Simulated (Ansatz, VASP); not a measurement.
**Cr: VASP beside Ansatz**

The input INCAR:

```
PREC = Accurate
ENCUT = 520
EDIFF = 1E-6
ISMEAR = -1
SIGMA = 0.1
LREAL = F
LASPH = T
NELM = 100
ALGO = Normal
ISIF = 2
LWAVE = F
LCHARG = F
NBANDS = 12
```

Contents of KPOINTS:

```
Automatic mesh
0
Gamma
  26 26 26
```

Contents of POSCAR:

```
Cr
1.0
   -1.4479254302      1.4479254302      1.4479254302
    1.4479254302     -1.4479254302      1.4479254302
    1.4479254302      1.4479254302     -1.4479254302
Cr
1
Direct
    0.0000000000      0.0000000000      0.0000000000
```

Input for Ansatz:

```yaml
crystal:
  lattice:
    - [-1.4479254301, 1.4479254301, 1.4479254301]
    - [1.4479254301, -1.4479254301, 1.4479254301]
    - [1.4479254301, 1.4479254301, -1.4479254301]
  atoms:
    - { symbol: Cr, position: [0.0, 0.0, 0.0] }
hamiltonian:
  xc: lda
  pseudopotentials:
    kind: paw
    azcp:
      Cr: "pseudopotentials/Cr.paw.azcp"
basis:
  ecutwfc: 420
  fft_grid_basis: typed
kpoints:
  mp_grid: { grid: [26, 26, 26], shift: [0, 0, 0] }
magnetization:
  spin_polarized: false
scf:
  occupations: { method: fermi_dirac, width: 0.1 }
output:
  stress: true
```

Alike in both runs: task single point; functional LDA; k mesh 26 × 26 × 26; occupations fermi-dirac, width 0.1 eV; no spin polarisation.

|  | VASP | Ansatz |
| --- | --- | --- |
| version | VASP 6.6.1 | Ansatz 0.2.0 |
| potentials or method | VASP PAW LDA potentials, release 64 (Cr_pv) | plane waves (420 eV) with PAW, scalar-relativistic |
| plane-wave cutoff (eV) | 520 | 420 |
| valence electrons in the cell | 12 | 14 |

```tsv
	VASP	Ansatz	Ansatz less VASP
pressure (GPa)	-26.7	-26.7	+0.01
```

The two sets of potentials don't hold the same shells in valence. Ansatz warned: «pseudo_functional_mismatch».

Caveats: so large a pressure means that the cell lies far from this level's equilibrium, or that cutoff or potentials fall short (VASP); the run has no spin polarisation, though such a crystal can be magnetic. Spin polarisation is off, so any magnetic state and its effect on volume and gap are missing.
